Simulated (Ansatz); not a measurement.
A series in volume scale on As

Plane-wave DFT, scalar-relativistic PAW made under PBE with cores redone for the functional, no dispersion; the given relaxed cell is scaled uniformly, energy at zero smearing counts from the unscaled cell, pressure at the given Fermi-Dirac smearing is positive in compression. The results are calculated, by Ansatz 0.2.0.

The cell before it is scaled or strained (space group R-3m, No. 166):
```
cell vectors (Å)
   1.9036     1.0991     3.6082
  -1.9036     1.0991     3.6082
   0.0000    -2.1981     3.6082
atoms (fractions of the cell vectors)
As  0.77371  0.77371  0.77371
As  0.22629  0.22629  0.22629
```

Settings of every row: spin polarised no; functional PBE; wave cutoff 420 eV; smearing width 0.1 eV; k mesh 16x16x16.

Atom starting moment: 0 on all atoms.

Limits: bonds stretch with the cell, so the curve is stiffer than the relaxed crystal.

| row | volume scale | V (Å³/atom) | pressure (GPa) | energy change per atom (meV) |
| --- | --- | --- | --- | --- |
| 1 | 0.88 | 19.929 | 11.38 | 87.77 |
| 2 | 0.92 | 20.835 | ? | ? |
| 3 | 0.96 | 21.741 | 3.09 | 8.73 |
| 4 | 1.04 | 23.553 | -2.39 | 6.76 |
| 5 | 1.08 | 24.459 | -4.38 | 26.07 |
| 6 | 1.12 | 25.365 | -6 | 55.56 |

Question: what pressure and energy change per atom should row 2 give?

Worked fit of pressure. Take u = (V_r/V)^(2/3) − 1 with V_r = 23.553 Å³ an atom, which is twice the finite (Eulerian) strain; such expansions in the strain, on which the Birch-Murnaghan equation of state is built, carry the rest volume and the bulk modulus. The shown rows have u = 0.11782, 0.05482, 0, -0.02485, -0.04821. Least squares give pressure = −2.407 + 86.575 × u + 257.81 × u² GPa; a straight line predicts inner rows, each left out in turn, worse (root mean square 0.86 against 0.041 GPa). The rows lie off it by 0.01, -0.02, 0.02, 0.02, -0.02. The pressure vanishes at u = 0.0258, or V = 22.67 Å³ an atom, and there the bulk modulus at fixed shape and fractions is B = −V dP/dV = (2/3)(1 + u) dP/du = 68.3 GPa. Letting shape and atoms relax would as a rule lower it, by much in layered, chain or molecular crystals. The withheld row has u = 0.08518, so the fit gives −2.407 + 86.575 × (0.08518) + 257.81 × (0.08518)² = 6.84 GPa.

The calculation gave 6.81 GPa. The fit lies 0.03 GPa (0.17 % of the column's range) above it; its largest miss of a shown row is 0.02 GPa.

Worked fit of energy change per atom. Take u = (V_r/V)^(2/3) − 1 with V_r = 23.553 Å³ an atom, which is twice the finite (Eulerian) strain; such expansions in the strain, on which the Birch-Murnaghan equation of state is built, carry the rest volume and the bulk modulus. The shown rows have u = 0.11782, 0.05482, 0, -0.02485, -0.04821. Least squares give energy change per atom = 6.641 − 522.015 × u + 10271.35 × u² meV; a straight line predicts inner rows, each left out in turn, worse (root mean square 34 against 0.27 meV). The rows lie off it by 0.05, -0.16, 0.12, 0.11, -0.12 (root mean square 0.12 meV). Its lowest point lies at u = 0.0254, or V = 22.68 Å³ an atom, and the curvature there gives the bulk modulus at fixed shape and fractions, B = (4/9)(1 + u)² E″(u)/V = 67.8 GPa. Letting shape and atoms relax would as a rule lower it, by much in layered, chain or molecular crystals. The withheld row has u = 0.08518, so the fit gives 6.641 − 522.015 × (0.08518) + 10271.35 × (0.08518)² = 36.70 meV.

The calculation gave 36.53 meV. The fit lies 0.17 meV (0.21 % of the column's range) above it; its largest miss of a shown row is 0.16 meV.
